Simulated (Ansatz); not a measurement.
Runs of Ansatz 0.2.0 on TiSi2. The structure is hexagonal, space group P6/mmm (No. 191). The conventional cell has a = 4.375 Å, b = 4.375 Å, c = 2.561 Å, α = 90.00°, β = 90.00°, γ = 120.00°. Ti (site symmetry 6/mmm) is surrounded by 2 Ti at 2.56 Å and 12 Si at 2.83 Å. Si (site symmetry -6m2) is surrounded by 5 Si at 2.53 to 2.56 Å and 6 Ti at 2.83 Å. The cell was built by a generator and needn't be a form met in nature.

```tsv
task	level	potentials or basis	cell	k mesh	cutoff (eV)	smearing	phonons	basis error allowed	mesh quality	gap on the mesh (eV)	pressure (GPa)	relaxed volume (Å³/atom)
relaxation of cell and atoms	PBEsol	all-electron LAPW, scalar-relativistic	relaxed	6 × 6 × 8	-	fermi-dirac 0.05 eV	-	0.002 eV/atom	coarse	-	0.0	13.68
single point	PBE	all-electron LAPW, scalar-relativistic	as given	4 × 4 × 6	260	fermi-dirac 0.03 eV	-	0.002 eV/atom	coarse	none	1.3	-
density of states	PBE	all-electron PAW datasets made for the crystal	as given	7 × 7 × 10	340	fermi-dirac 0.05 eV	-	-	not flagged	none	-0.2	-
single point	PBE	all-electron LAPW, scalar-relativistic	as given	7 × 7 × 10	281	fermi-dirac 0.05 eV	-	0.001 eV/atom	not flagged	none	-0.2	-
relaxation of cell and atoms	PBE	all-electron LAPW, scalar-relativistic	relaxed	6 × 6 × 8	-	fermi-dirac 0.05 eV	-	0.002 eV/atom	coarse	-	0.0	14.07
projected density of states	PBE	all-electron LAPW, scalar-relativistic	as given	7 × 7 × 10	260	fermi-dirac 0.05 eV	-	0.002 eV/atom	not flagged	-	-0.2	-
single point	PBE	all-electron LAPW, scalar-relativistic	as given	4 × 4 × 6	260	fermi-dirac 0.04 eV	-	0.002 eV/atom	coarse	none	1.3	-
phonons	PBEsol	all-electron PAW datasets made for the crystal	as given	7 × 7 × 10	380	fermi-dirac 0.05 eV	method dfpt	-	not flagged	none	-	-
phonons	PBE	all-electron LAPW, scalar-relativistic	as given	7 × 7 × 10	275	fermi-dirac 0.05 eV	-	0.002 eV/atom	not flagged	none	-	-
relaxation of cell and atoms	LDA	all-electron LAPW, scalar-relativistic	relaxed	6 × 6 × 8	-	fermi-dirac 0.05 eV	-	0.002 eV/atom	coarse	-	0.0	(a)
```

Alike in all rows: no spin polarisation.

Q: Fill in the values left out.

A: (a) 13.37.

Caveats: some runs use coarse meshes; the k mesh is thin for a metal, which can move the energy by tens of meV per atom (some runs); the program warned that the printed levels may be off, so bands, gaps and densities of states are rough (some runs); a metal's response needs a denser mesh (some runs).

A k mesh can miss the band edges.

A gap of «none» marks a metal or a gap under the smearing width.

Not every run made on this cell is shown here.
